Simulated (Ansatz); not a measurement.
ZnTe:
```
ZnTe
1.0
    0.00000     3.03292     3.03292
    3.03292     0.00000     3.03292
    3.03292     3.03292     0.00000
Te Zn
1 1
Direct
  0.75000   0.75000   0.75000
  0.00000   0.00000   0.00000
```

Cartesian axes are those of the cell as given.

Task: Give the proper piezoelectric stress tensor with relaxed ions from PBEsol (plane waves, PAW; program Ansatz).

Result: In C/m², rows x, y, z, Voigt columns; mesh uncertainty up to 0.01.
```
0.00  0.00  0.00  0.08  0.00  0.00
0.00  0.00  0.00  0.00  0.08  0.00
0.00  0.00  0.00  0.00  0.00  0.08
```

The elastic tensor of the same run (GPa):

|  | 1 | 2 | 3 | 4 | 5 | 6 |
|---|---|---|---|---|---|---|
| 1 | 71.3 | 39.9 | 39.9 | 0.0 | 0.0 | 0.0 |
| 2 | 39.9 | 71.3 | 39.9 | 0.0 | 0.0 | 0.0 |
| 3 | 39.9 | 39.9 | 71.3 | 0.0 | 0.0 | 0.0 |
| 4 | 0.0 | 0.0 | 0.0 | 32.3 | 0.0 | 0.0 |
| 5 | 0.0 | 0.0 | 0.0 | 0.0 | 32.3 | 0.0 |
| 6 | 0.0 | 0.0 | 0.0 | 0.0 | 0.0 | 32.3 |

Task: Convert to strain constants d = e·S.

Result: In pC/N:
```
0.0  0.0  0.0  2.4  0.0  0.0
0.0  0.0  0.0  0.0  2.4  0.0
0.0  0.0  0.0  0.0  0.0  2.4
```

Space group F-43m (zinc blende). The cell was relaxed with PBEsol under the symmetry of its start. Scalar-relativistic: spin–orbit coupling is off unless named, which matters more the heavier the elements.

Potentials: the later of the program's two PAW sets.
